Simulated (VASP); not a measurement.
A run of VASP 6.6.1 is set up as follows.

Contents of INCAR:

```
SYSTEM = Zn
PREC = Accurate ; ENCUT = 600
EDIFF = 1E-6 ; ISMEAR = 1
SIGMA = 0.1 ; LREAL = .False.
LASPH = .True. ; NELM = 80
ALGO = Normal ; ISIF = 3
LWAVE = .False. ; LCHARG = .False.
GGA = PE ; IVDW = 12
IBRION = 2 ; NSW = 90
EDIFFG = -0.01
```

File KPOINTS:

```
Automatic mesh
0
Gamma
  18 18 8
  0 0 0
```

The input POSCAR:

```
Zn
1.0
    2.6700000000      0.0000000000      0.0000000000
   -1.3350000000      2.3122878281      0.0000000000
    0.0000000000      0.0000000000      4.9660000000
Zn
2
Direct
    0.3333333333      0.6666666667      0.2500000000
    0.6666666667      0.3333333333      0.7500000000
```

Potentials or basis: VASP PAW PBE potentials, release 64 (Zn).

Run with:

```console
$ cat potpaw_PBE.64/Zn/POTCAR > POTCAR
$ mpirun -np 1 vasp_std > vasp.out
```

(1) What does it give for the relaxed volume?

(2) Predict the band gap on the k mesh.

(3) Predict the space group after relaxing (to 0.05 Å).

(4) Estimate the relaxed cell.

Results:

(1) 14.30 Å³/atom.

(2) none (metal or under the smearing width).

(3) P6_3/mmc (No. 194).

(4) a = 2.625 Å, b = 2.625 Å, c = 4.796 Å, α = 90.00°, β = 90.00°, γ = 120.00°.

Caveat: pairwise dispersion overbinds metals, which lowers pressure and volume.
